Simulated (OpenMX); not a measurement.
# CdS (Hawleyite): equation of state with PBE

CdS (Hawleyite):

```
Cd S
1.0
     0.00000    2.91650    2.91650
     2.91650    0.00000    2.91650
     2.91650    2.91650    0.00000
Cd S
1 1
Direct
  0.00000 0.00000 0.00000
  0.75000 0.75000 0.75000
```

```json
{"Program": "OpenMX 3.8.5", "Task": "equation of state", "Functional": "PBE", "Potentials or basis": "OpenMX 2013 PBE set, Cd7.0-s3p2d2f1, S7.0-s3p2d2f1, fixed grid of 45 × 45 × 45 points", "k mesh": "9 × 9 × 9", "Occupations": "fermi-dirac, width 0.05 eV", "Spin": "no spin polarisation", "Mixing scheme": "rmm-diisk", "SCF threshold": "1e-08 Ha", "Solver": "band", "Grid points, held for all volumes": "45 × 45 × 45"}
```

- Equilibrium volume: 26.12 Å³/atom
- Bulk modulus: 54 GPa
- Pressure derivative of the bulk modulus: 4.7 (rough: it moves with the points fitted)

Energy against volume, from the lowest point:
| volume (Å³/atom) | energy (meV/atom) |
| --- | --- |
| 23.319 | 62.96 |
| 23.815 | 40.95 |
| 24.312 | 24.23 |
| 24.808 | 12.17 |
| 25.304 | 4.41 |
| 25.800 | 0.60 |
| 26.296 | 0.00 |

Caveat: volumes in these bases differ from converged ones by about 1 %, for some elements by several; the basis of atomic orbitals isn't converged, which shifts pressures, moduli and gaps. Zero-point motion and thermal expansion aren't in these numbers.
